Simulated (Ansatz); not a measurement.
The system is HfC.

```xyz
2
Lattice="0.0000 2.3250 2.3250 2.3250 0.0000 2.3250 2.3250 2.3250 0.0000" Properties=species:S:1:pos:R:3 pbc="T T T"
Hf    2.3250    2.3250    2.3250
C     0.0000    0.0000    0.0000
```

Base run:

| Property | Result |
| --- | --- |
| Program | Ansatz 0.2.0 |
| Functional | PBEsol |
| Potentials or basis | all-electron LAPW, scalar-relativistic |
| Cutoff | 302 eV (chosen from the basis error) |
| Basis error allowed | 0.001 eV/atom |
| k mesh | 10 × 10 × 10 |
| Occupations | fermi-dirac, width 0.05 eV |
| Spin | no spin polarisation |
| Hubbard terms | Hf d U = 4 eV |

Its results: band gap on the k mesh none (metal or under the smearing width); pressure 0.4 GPa.

Problem. The run is repeated on the same cell with these changes: hubbard terms from Hf d U = 4 eV to none. What comes out?

Solution. Band gap on the k mesh none (metal or under the smearing width); pressure -6.5 GPa.

Caveats: U is the effective U less J, on atomic orbitals that reach past the spheres (some runs); U without spin polarisation on a metal has little footing (some runs); the U is typed as a test and isn't derived for this compound (some runs).
